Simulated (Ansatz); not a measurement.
## ZrO2: zone-centre modes under pressure

ZrO2, Fm-3m, a = 5.064 Å. This isn't the usual stable structure of the compound. Ansatz: PBEsol, PAW, 420 eV, Γ-centred 8×8×8 mesh on 3 atoms, fixed occupations; no spin polarisation. Cell and atoms are relaxed at each pressure with the symmetry kept; optical modes at Γ by linear response, in cm⁻¹, matched by rank (the highest 2 distinct ones), without the LO field.

| P (GPa) | V (Å³/atom) | ω1 | ω2 |
| --- | --- | --- | --- |
| 0 | 10.822 | 246.3 | 565.7 |
| 7 | 10.545 | ? | ? |
| 18 | 10.172 | 313.4 | 620.6 |
| 35 | 9.702 | 362.4 | 664.8 |

Task: Get each mode's Grüneisen parameter γ = −d ln ω/d ln V from the other rows and predict the missing frequencies.

Result: ln(V/V0) = 0.0000, -0.0259, -0.0619, -0.1092; a line through ln(ω/ω0) of the 3 known rows gives ω1: γ = 3.554 (intercept 0.0063), predicted 271.8, computed 275.0; ω2: γ = 1.479 (intercept 0.0003), predicted 588.0, computed 588.3. The worst miss is 1.2 %: γ isn't constant over this range.